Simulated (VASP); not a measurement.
Here is a VASP 6.6.1 calculation.

File INCAR:

```
ALGO = Fast
EDIFF = 1E-6
EDIFFG = -0.02
ENCUT = 600
GGA = CA
IBRION = 2
ISIF = 3
ISMEAR = -1
LASPH = T
LCHARG = F
LREAL = F
LWAVE = F
NELM = 60
NSW = 40
PREC = Accurate
SIGMA = 0.05
```

The input KPOINTS:

```
k-points
0
Gamma
  8 8 8
```

The input POSCAR:

```
Sn
1.0
   -2.0291894110      2.0291894110      1.6607599896
    2.0291894110     -2.0291894110      1.6607599896
    2.0291894110      2.0291894110     -1.6607599896
Sn
1
Direct
    0.0000000000      0.0000000000      0.0000000000
```

Potentials or basis: VASP PAW LDA potentials, release 64 (Sn_d).

Command:

```bash
$ cat potpaw_LDA.64/Sn_d/POTCAR > POTCAR
$ mpirun -np 1 vasp_std > vasp.out
```

**Question.** What does it give for the relaxed volume?

**Answer.** 25.69 Å³/atom.

**Question.** What does it give for the band gap on the k mesh?

**Answer.** None (metal or under the smearing width).

**Question.** Estimate the relaxed cell.

**Answer.** a = 3.251 Å, b = 3.251 Å, c = 3.251 Å, α = 104.21°, β = 104.21°, γ = 120.60°.

**Question.** What does it give for the space group after relaxing (to 0.05 Å)?

**Answer.** I4/mmm (No. 139).

Final structure:
```
CELL_PARAMETERS angstrom
-1.99678 1.99678 1.61069
1.99678 -1.99678 1.61069
1.99678 1.99678 -1.61069
ATOMIC_POSITIONS crystal
Sn 0.00000 0.00000 0.00000
```
